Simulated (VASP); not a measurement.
# SiC: cell size and functional, part 2 of 3

How much does the relaxed cell of SiC depend on the functional? The starting structure is a computed structure from the Materials Project. The first relaxation on each setting starts from this cell expanded by 3 % in volume.

VASP 6.6.1.

Results so far: PBEsol 10.35 Å³ an atom; LDA 10.16 Å³ an atom.

## 4. Relaxation with PBE

Level of this step: PBE; plane waves and PAW (Si, C) (VASP).

PBE, the usual starting point, adds the gradient of the density.

INCAR

```
SYSTEM = SiC
PREC = Accurate
ENCUT = 520
EDIFF = 1E-06
NELM = 100
ISMEAR = 0
SIGMA = 0.03
LREAL = .FALSE.
ALGO = Normal
GGA = PE
NBANDS = 24
LORBIT = 11
LWAVE = .FALSE.
LCHARG = .FALSE.
KPAR = 8
IBRION = 2
NSW = 50
ISIF = 3
EDIFFG = -0.006
```

POSCAR

```
SiC
1.0
    3.1061485476      0.0000000000      0.0000000000
   -1.5530742738      2.6900035502      0.0000000000
    0.0000000000      0.0000000000     10.1703623361
Si C
4 4
Direct
    0.0000000000      0.0000000000      0.1878943800
    0.0000000000      0.0000000000      0.6878943800
    0.3333333333      0.6666666667      0.4378419800
    0.6666666667      0.3333333333      0.9378419800
    0.0000000000      0.0000000000      0.0004600500
    0.0000000000      0.0000000000      0.5004600500
    0.3333333333      0.6666666667      0.2498025900
    0.6666666667      0.3333333333      0.7498025900
```

KPOINTS

```
Automatic mesh
0
Gamma
9 9 2
0 0 0
```

Potentials, in the order of the species: Si and C (PBE family, release 64).

The run is started by

```sh
mpirun -np 8 vasp_std
```

Output:

```text
[banner, memory and clock lines left out]
running    8 mpi-ranks, on    1 nodes
[...]
[... a notice as in an earlier step ...]

 LDA part: xc-table for (Slater+PW92), standard interpolation
 POSCAR, INCAR and KPOINTS ok, starting setup
[...]
entering main loop
       N       E                     dE             d eps       ncg     rms          rms(c)
DAV:   1     0.759003944903E+02    0.75900E+02   -0.14468E+04  1152   0.120E+03
DAV:   2    -0.601956715517E+02   -0.13610E+03   -0.12695E+03  1576   0.197E+02
DAV:   3    -0.672721715801E+02   -0.70765E+01   -0.70301E+01  1536   0.440E+01
DAV:   4    -0.673695313381E+02   -0.97360E-01   -0.97267E-01  1496   0.603E+00
[...]
DAV:  12    -0.602399495853E+02   -0.22357E-05   -0.89594E-06  1472   0.176E-02    0.631E-03
DAV:  13    -0.602399505872E+02   -0.10019E-05   -0.65943E-07  1056   0.492E-03    0.136E-03
DAV:  14    -0.602399508623E+02   -0.27503E-06   -0.12647E-07   920   0.190E-03
   1 F= -.60239951E+02 E0= -.60239951E+02  d E =-.602400E+02
[...]
DAV:   7    -0.602399214421E+02    0.13109E-05   -0.28569E-06  1120   0.742E-03    0.275E-03
DAV:   8    -0.602399214196E+02    0.22519E-07   -0.21357E-07   864   0.253E-03
   2 F= -.60239921E+02 E0= -.60239921E+02  d E =0.294427E-04
 trial-energy change:    0.000029  1 .order    0.000338   -0.031798    0.032474
 step:   0.5019(harm=  0.4947)  dis= 0.00015  next Energy=   -60.247970 (dE=-0.802E-02)
[...]
N       E                     dE             d eps       ncg     rms          rms(c)
DAV:   1    -0.602512154016E+02   -0.11294E-01   -0.13040E-01  1400   0.230E+00    0.435E-01
DAV:   2    -0.602487290262E+02    0.24864E-02   -0.50174E-03  1432   0.386E-01    0.215E-01
DAV:   3    -0.602480963366E+02    0.63269E-03   -0.16543E-03  1472   0.194E-01    0.421E-02
DAV:   4    -0.602480258581E+02    0.70478E-04   -0.16469E-04  1480   0.614E-02    0.195E-02
DAV:   5    -0.602480101028E+02    0.15755E-04   -0.13406E-05  1416   0.190E-02    0.162E-02
DAV:   6    -0.602480068532E+02    0.32496E-05   -0.76995E-07  1016   0.525E-03    0.696E-03
DAV:   7    -0.602480064200E+02    0.43320E-06   -0.10867E-06   856   0.488E-03
   3 F= -.60248006E+02 E0= -.60248006E+02  d E =-.805556E-02
[...]
reached required accuracy - stopping structural energy minimisation
```

Run time: 13 s. Hardware: 8 MPI ranks of Intel Xeon 6975P-C (Granite Rapids), shared host; peak memory 1.9 GiB; 97 s of CPU time.

OUTCAR, selected parts (step 4):

```text
  Total        0.0086968      0.0086968     -0.0148887      0.0000000      0.0000000      0.0000000
  in kB        0.1659581      0.1659581     -0.2841157      0.0000000      0.0000000      0.0000000
  external PRESSURE =       0.0159335 kB  Pullay stress =       0.0000000 kB

 POSITION                                       TOTAL-FORCE (eV/Angst)
 -----------------------------------------------------------------------------------
      0.00000     -0.00000      1.90315        -0.000000      0.000000      0.001487
      0.00000     -0.00000      6.96776         0.000000     -0.000000      0.001487
     -0.00000      1.78617      4.43515        -0.000000      0.000000     -0.002570
      1.54687      0.89308      9.49977         0.000000     -0.000000     -0.002570
      0.00000     -0.00000      0.00461         0.000000     -0.000000     -0.000568
      0.00000     -0.00000      5.06923        -0.000000      0.000000     -0.000568
     -0.00000      1.78617      2.53030         0.000000     -0.000000      0.001651
      1.54687      0.89308      7.59492        -0.000000     -0.000000      0.001651
 -----------------------------------------------------------------------------------
    total drift:                                0.000000      0.000000     -0.000900

  FREE ENERGIE OF THE ION-ELECTRON SYSTEM (eV)
  ---------------------------------------------------
  free  energy   TOTEN  =       -60.2480064200 eV

  energy  without entropy=      -60.2480064200  energy(sigma->0) =      -60.24800642

[... 2 parts as in an earlier step ...]

[... 2 further parts left out ...]
[key lines of the parts left out:]
E-fermi :   8.1425
```

With PBE the relaxed cell holds 10.495 Å³ an atom, +1.77 % against the starting cell, with a = 3.094 Å and c = 10.129 Å. That is +1.40 % from PBEsol.

## 5. Relaxation with PBEsol + D3(BJ)

D3 with Becke-Johnson damping keeps a finite attraction at short range. This run starts from the cell of an earlier relaxation, which isn't shown; the restart sets up the plane waves anew.

INCAR: that of step 4 with these lines changed.

```diff
@@ -9,3 +9,4 @@
 ALGO = Normal
-GGA = PE
+GGA = PS
+IVDW = 12
 NBANDS = 24
```

POSCAR

```
SiC
1.0
    3.0620706336      0.0000000000      0.0000000000
   -1.5310353168      2.6518309570      0.0000000000
    0.0000000000      0.0000000000     10.0233005360
Si C
4 4
Direct
    0.0000000000      0.0000000000      0.1879018841
    0.0000000000      0.0000000000      0.6879018841
    0.3333333333      0.6666666667      0.4378277437
    0.6666666667      0.3333333333      0.9378277437
    0.0000000000      0.0000000000      0.0004561464
    0.0000000000      0.0000000000      0.5004561464
    0.3333333333      0.6666666667      0.2498132257
    0.6666666667      0.3333333333      0.7498132257
```

KPOINTS is that of step 4.

The run is started by

```sh
mpirun -np 8 vasp_std
```

Output:

```text
[banner, memory and clock lines left out]
running    8 mpi-ranks, on    1 nodes
[...]
[... a notice as in an earlier step ...]

 [... a notice as in an earlier step ...]

 LDA part: xc-table for (Slater+PW92), standard interpolation
 POSCAR, INCAR and KPOINTS ok, starting setup
[...]
entering main loop
       N       E                     dE             d eps       ncg     rms          rms(c)
DAV:   1     0.763337249050E+02    0.76334E+02   -0.14683E+04  1152   0.121E+03
DAV:   2    -0.638163181929E+02   -0.14015E+03   -0.13048E+03  1600   0.200E+02
DAV:   3    -0.709390228844E+02   -0.71227E+01   -0.70799E+01  1528   0.438E+01
DAV:   4    -0.710302502761E+02   -0.91227E-01   -0.91155E-01  1496   0.580E+00
[...]
DAV:  10    -0.636526590387E+02   -0.21019E-03   -0.89156E-04  1464   0.164E-01    0.712E-02
DAV:  11    -0.636526722404E+02   -0.13202E-04   -0.62597E-05  1488   0.542E-02    0.125E-02
DAV:  12    -0.636526721169E+02    0.12346E-06   -0.44400E-06  1456   0.109E-02
   1 F= -.65620886E+02 E0= -.65620886E+02  d E =-.656209E+02
[...]
reached required accuracy - stopping structural energy minimisation
```

It took 5 s on 8 MPI ranks; peak memory 1.9 GiB; 35 s of CPU time.

Parts of OUTCAR (step 5):

```text
 Edisp (eV)   -1.96821

  Total       0.01089     0.01089     0.01097     0.00000    -0.00000     0.00000
  in kB       0.21438     0.21438     0.21587     0.00000    -0.00000     0.00000
  external pressure =        0.21 kB  Pullay stress =        0.00 kB

 POSITION                                       TOTAL-FORCE (eV/Angst)
 -----------------------------------------------------------------------------------
      0.00000      0.00000      1.88340        -0.000000      0.000000      0.003234
      0.00000      0.00000      6.89505         0.000000     -0.000000      0.003234
     -0.00000      1.76789      4.38848         0.000000     -0.000000      0.001135
      1.53104      0.88394      9.40013        -0.000000      0.000000      0.001135
      0.00000      0.00000      0.00457        -0.000000     -0.000000     -0.002903
      0.00000      0.00000      5.01622         0.000000      0.000000     -0.002903
     -0.00000      1.76789      2.50395         0.000000     -0.000000     -0.001466
      1.53104      0.88394      7.51560        -0.000000     -0.000000     -0.001466
 -----------------------------------------------------------------------------------
    total drift:                               -0.000000     -0.000000      0.000225

  FREE ENERGIE OF THE ION-ELECTRON SYSTEM (eV)
  ---------------------------------------------------
  free  energy   TOTEN  =       -65.6208864533 eV

  energy  without entropy=      -65.6208864533  energy(sigma->0) =      -65.62088645

[... 2 parts as in an earlier step ...]

[... 2 further parts left out ...]
[key lines of the parts left out:]
E-fermi :   8.4962
```

With PBEsol + D3(BJ) the relaxed cell holds 10.174 Å³ an atom, -1.35 % against the starting cell, with a = 3.062 Å and c = 10.023 Å. That is -1.71 % from PBEsol.

## 6. Relaxation with r2SCAN

r2SCAN adds the kinetic-energy density, costs more than a GGA and is run with LASPH. This run starts from the cell of an earlier relaxation, which isn't shown; the restart sets up the plane waves anew.

INCAR: that of step 5 with these lines changed.

```diff
@@ -9,4 +9,4 @@
 ALGO = Normal
-GGA = PS
-IVDW = 12
+METAGGA = R2SCAN
+LASPH = .TRUE.
 NBANDS = 24
```

POSCAR

```
SiC
1.0
    3.0766469831      0.0000000000      0.0000000000
   -1.5383234915      2.6644544459      0.0000000000
    0.0000000000      0.0000000000     10.0737972908
Si C
4 4
Direct
    0.0000000000      0.0000000000      0.1878830926
    0.0000000000      0.0000000000      0.6878830926
    0.3333333333      0.6666666667      0.4378441149
    0.6666666667      0.3333333333      0.9378441149
    0.0000000000      0.0000000000      0.0004697088
    0.0000000000      0.0000000000      0.5004697088
    0.3333333333      0.6666666667      0.2498020837
    0.6666666667      0.3333333333      0.7498020837
```

KPOINTS is that of step 5.

The run is started by

```sh
mpirun -np 8 vasp_std
```

Output:

```text
[banner, memory and clock lines left out]
running    8 mpi-ranks, on    1 nodes
[...]
[... a notice as in an earlier step ...]

 [... a notice as in an earlier step ...]

 LDA part: xc-table for (None), standard interpolation
 POSCAR, INCAR and KPOINTS ok, starting setup
[...]
entering main loop
       N       E                     dE             d eps       ncg     rms          rms(c)
DAV:   1     0.621553447541E+02    0.62155E+02   -0.15039E+04  1152   0.125E+03
DAV:   2    -0.819795665759E+02   -0.14413E+03   -0.13114E+03  1584   0.206E+02
DAV:   3    -0.892162625274E+02   -0.72367E+01   -0.71766E+01  1528   0.447E+01
DAV:   4    -0.893143037327E+02   -0.98041E-01   -0.97951E-01  1464   0.605E+00
[...]
DAV:  10    -0.773068514543E+02   -0.16002E-03   -0.38838E-04  1464   0.113E-01    0.533E-02
DAV:  11    -0.773068746398E+02   -0.23185E-04   -0.70001E-05  1464   0.598E-02    0.120E-02
DAV:  12    -0.773068751621E+02   -0.52234E-06   -0.43039E-06  1488   0.133E-02
   1 F= -.77306875E+02 E0= -.77306875E+02  d E =-.773069E+02
[...]
reached required accuracy - stopping structural energy minimisation
```

Run time: 14 s. Hardware: 8 MPI ranks; peak memory 1.8 GiB.

OUTCAR, selected parts (step 6):

```text
  Total        0.0146072      0.0146072      0.0154136      0.0000000      0.0000000      0.0000000
  in kB        0.2833993      0.2833993      0.2990439      0.0000000      0.0000000      0.0000000
  external PRESSURE =       0.2886141 kB  Pullay stress =       0.0000000 kB

 POSITION                                       TOTAL-FORCE (eV/Angst)
 -----------------------------------------------------------------------------------
      0.00000      0.00000      1.89270        -0.000000     -0.000000      0.001449
      0.00000      0.00000      6.92959         0.000000      0.000000      0.001449
     -0.00000      1.77630      4.41075        -0.000000      0.000000      0.000043
      1.53832      0.88815      9.44765        -0.000000      0.000000      0.000043
      0.00000      0.00000      0.00473         0.000000      0.000000     -0.001164
      0.00000      0.00000      5.04163         0.000000      0.000000     -0.001164
     -0.00000      1.77630      2.51646         0.000000      0.000000     -0.000328
      1.53832      0.88815      7.55335         0.000000      0.000000     -0.000328
 -----------------------------------------------------------------------------------
    total drift:                                0.000000      0.000000     -0.000043

  FREE ENERGIE OF THE ION-ELECTRON SYSTEM (eV)
  ---------------------------------------------------
  free  energy   TOTEN  =       -77.3068751621 eV

  energy  without entropy=      -77.3068751621  energy(sigma->0) =      -77.30687516

[... 2 parts as in an earlier step ...]

[... 2 further parts left out ...]
[key lines of the parts left out:]
E-fermi :   8.2049
```

With r2SCAN the relaxed cell holds 10.323 Å³ an atom, +0.09 % against the starting cell, with a = 3.077 Å and c = 10.074 Å. That is -0.27 % from PBEsol.

## 7. Relaxation with r2SCAN + rVV10

rVV10 adds a nonlocal correlation energy for dispersion. This run starts from the cell of an earlier relaxation, which isn't shown; the restart sets up the plane waves anew.

INCAR: that of step 6 with these lines changed.

```diff
@@ -10,2 +10,6 @@
 METAGGA = R2SCAN
+LUSE_VDW = .TRUE.
+IVDW_NL = 2
+BPARAM = 11.95
+CPARAM = 0.0093
 LASPH = .TRUE.
```

POSCAR

```
SiC
1.0
    3.0739588830      0.0000000000      0.0000000000
   -1.5369794415      2.6621264829      0.0000000000
    0.0000000000      0.0000000000     10.0655299477
Si C
4 4
Direct
    0.0000000000      0.0000000000      0.1878779425
    0.0000000000      0.0000000000      0.6878779425
    0.3333333333      0.6666666667      0.4378404775
    0.6666666667      0.3333333333      0.9378404775
    0.0000000000      0.0000000000      0.0004770768
    0.0000000000      0.0000000000      0.5004770768
    0.3333333333      0.6666666667      0.2498035033
    0.6666666667      0.3333333333      0.7498035033
```

KPOINTS is that of step 6.

The run is started by

```sh
mpirun -np 8 vasp_std
```

Output:

```text
[banner, memory and clock lines left out]
running    8 mpi-ranks, on    1 nodes
[...]
[... a notice as in an earlier step ...]

|                                                                             |
|               ----> ADVICE to this user running VASP <----                  |
|                                                                             |
|     You have switched on vdW-DFT.                                           |
|     This routine was written and supplied by Jiri Klimes. We recommend      |
|     that you carefully read and cite the following publications:            |
|       J. Klimes, D.R. Bowler, A. Michelides                                 |
|          J. Phys.: Cond Matt. 22 022201 (2010)                              |
|       J. Klimes, D.R. Bowler, A. Michelides                                 |
|          Phys. Rev. B. 83, 195131 (2011)                                    |
|     and references therein.                                                 |
[...]
Total rVV10 correction in eV:      0.4195098    37.6579476
Total rVV10 correction in eV:      0.4195098    37.6579476
Total rVV10 correction in eV:      0.4195098    37.6579476
DAV:  12    -0.768858989818E+02   -0.68157E-06   -0.41728E-06  1456   0.131E-02
Total rVV10 correction in eV:      0.4195172    37.6579476
Total rVV10 correction in eV:      0.4195172    37.6579476
Total rVV10 correction in eV:      0.4195172    37.6579476
Total rVV10 correction in eV:      0.4195172    37.6579476
Total rVV10 correction in eV:      0.4195172    37.6579476
Total rVV10 correction in eV:      0.4195172    37.6579476
Total rVV10 correction in eV:      0.4195172    37.6579476
Total rVV10 correction in eV:      0.4195172    37.6579476
Total rVV10 correction in eV:      0.4195045    37.6579476
Total rVV10 correction in eV:      0.4195045    37.6579476
Total rVV10 correction in eV:      0.4195045    37.6579476
Total rVV10 correction in eV:      0.4195045    37.6579476
Total rVV10 correction in eV:      0.4195045    37.6579476
Total rVV10 correction in eV:      0.4195045    37.6579476
Total rVV10 correction in eV:      0.4195045    37.6579476
Total rVV10 correction in eV:      0.4195045    37.6579476
   1 F= -.76885899E+02 E0= -.76885899E+02  d E =-.768859E+02
[...]
reached required accuracy - stopping structural energy minimisation
```

It took 53 s on 8 MPI ranks; peak memory 3.1 GiB.

OUTCAR, selected parts (step 7):

```text
  Total        0.0147177      0.0147177      0.0172574      0.0000000      0.0000000      0.0000000
  in kB        0.2862778      0.2862778      0.3356785      0.0000000      0.0000000      0.0000000
  external PRESSURE =       0.3027447 kB  Pullay stress =       0.0000000 kB

 POSITION                                       TOTAL-FORCE (eV/Angst)
 -----------------------------------------------------------------------------------
      0.00000      0.00000      1.89109        -0.000000     -0.000000      0.001404
      0.00000      0.00000      6.92386         0.000000     -0.000000      0.001404
     -0.00000      1.77475      4.40710         0.000000     -0.000000     -0.000188
      1.53698      0.88738      9.43986        -0.000000      0.000000     -0.000188
      0.00000      0.00000      0.00480         0.000000     -0.000000     -0.000978
      0.00000      0.00000      5.03757         0.000000      0.000000     -0.000978
     -0.00000      1.77475      2.51440         0.000000     -0.000000     -0.000238
      1.53698      0.88738      7.54717         0.000000      0.000000     -0.000238
 -----------------------------------------------------------------------------------
    total drift:                               -0.000000     -0.000000     -0.000066

  FREE ENERGIE OF THE ION-ELECTRON SYSTEM (eV)
  ---------------------------------------------------
  free  energy   TOTEN  =       -76.8858989818 eV

  energy  without entropy=      -76.8858989818  energy(sigma->0) =      -76.88589898

[... 2 parts as in an earlier step ...]

[... 2 further parts left out ...]
[key lines of the parts left out:]
E-fermi :   8.3124
```

With r2SCAN + rVV10 the relaxed cell holds 10.296 Å³ an atom, -0.16 % against the starting cell, with a = 3.074 Å and c = 10.066 Å. That is -0.52 % from PBEsol.

(Part 2 of 3 ends here.)

[Lines on the potential files, build, host, timing and source positions are cut from VASP's logs without a mark.]

[Logs are printed without paths, hosts, clocks, repeated set-up lines and the standing remarks that a program may print on its own settings, such as how far it seeks lower states.]

[Hosts, paths, dates, database ids (printed as entryN), source tags and the programs' standing remarks are cut or masked in the printed files.]
